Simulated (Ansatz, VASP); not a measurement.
# Two plane-wave programs on TiCo

The input POSCAR:

```
TiCo
1.0
    2.9470664328      0.0000000000      0.0000000000
    0.0000000000      2.9470664328      0.0000000000
    0.0000000000      0.0000000000      2.9470664328
Ti Co
1 1
Direct
    0.0000000000      0.0000000000      0.0000000000
    0.5000000000      0.5000000000      0.5000000000
```

The input INCAR.step1:

```
SYSTEM = TiCo
PREC     = Accurate       ! precision mode
ENCUT    = 520            ! plane-wave cutoff, eV
ISMEAR   = 0              ! smearing method
SIGMA    = 0.05           ! smearing width, eV
LREAL    = .False.        ! projectors in reciprocal space
LASPH    = .True.         ! aspherical terms in the spheres
NELM     = 150            ! most SCF steps
ISPIN    = 2              ! spin polarisation
MAGMOM   = 0 1.49         ! initial moments
LMAXMIX  = 4              ! l up to which the mixer works
NBANDS   = 22             ! bands
GGA      = PE             ! functional
ALGO     = Normal         ! electronic algorithm
EDIFF    = 1E-4           ! SCF threshold, eV
LWAVE    = .True.         ! write WAVECAR
LCHARG   = .False.        ! write CHGCAR
```

The input INCAR.step2:

```
SYSTEM = TiCo
PREC     = Accurate       ! precision mode
ENCUT    = 520            ! plane-wave cutoff, eV
EDIFF    = 1E-7           ! SCF threshold, eV
ISMEAR   = 0              ! smearing method
SIGMA    = 0.05           ! smearing width, eV
LREAL    = .False.        ! projectors in reciprocal space
LASPH    = .True.         ! aspherical terms in the spheres
NELM     = 150            ! most SCF steps
ALGO     = Normal         ! electronic algorithm
ISIF     = 2              ! what is computed and relaxed
LWAVE    = .False.        ! write WAVECAR
LCHARG   = .False.        ! write CHGCAR
ISPIN    = 2              ! spin polarisation
MAGMOM   = 0 1.49         ! initial moments
LORBIT   = 11             ! projections on sites
LMAXMIX  = 4              ! l up to which the mixer works
METAGGA  = R2SCAN         ! meta-GGA
LMIXTAU  = .True.       
NBANDS   = 22             ! bands
ISTART   = 1
```

The input KPOINTS:

```
Automatic mesh
0
Gamma
  16 16 16
  0 0 0
```

Input for Ansatz:

```yaml
crystal:
  lattice:
    - [2.9470663952, 0.0, 0.0]
    - [0.0, 2.9470663952, 0.0]
    - [0.0, 0.0, 2.9470663952]
  atoms:
    - { symbol: Ti, position: [0.0, 0.0, 0.0] }
    - { symbol: Co, position: [0.5, 0.5, 0.5], spin: 1.49 }
basis:
  ecutwfc: 500
  ecutrho_ratio: 4
kpoints:
  mp_grid: { grid: [16, 16, 16] }
hamiltonian:
  xc: r2scan
scf:
  occupations: { method: gaussian, width: 0.05 }
output:
  forces: true
  stress: true
  eigenvalues: true
  populations: true
magnetization:
  spin_polarized: true
```

Alike in both runs: task single point; functional r2SCAN; k mesh 16 × 16 × 16; occupations gaussian, width 0.05 eV; collinear spin.

```csv
,VASP,Ansatz
version,VASP 6.6.1,Ansatz 0.2.0
potentials or method,"VASP PAW PBE potentials, release 64 (Ti_sv, Co)","scalar-relativistic, plane waves, PAW"
plane-wave cutoff (eV),520,500
valence electrons in the cell,21,29
```

VASP gave:

* gap on the k mesh at the Fermi level (eV): none
* pressure (GPa): 7.4
* net moment per atom (μB): 0.45
* size of the moment on the site where the two differ most (μB): 1.29

Problem. Estimate Ansatz's values.

Solution. gap on the k mesh at the Fermi level (eV): none; pressure (GPa): 7.1; net moment per atom (μB): 0.45; size of the moment on the site where the two differ most (μB): 1.31.

Site moments also hang on the region over which each program counts them. A gap of «none» marks a metal or a gap that the smearing closes. The two sets of potentials don't hold the same shells in valence. Ansatz warned: «stability_check_not_made».

Caveats: the PAW data sets were made with another functional, which shifts forces and pressure a little (VASP).
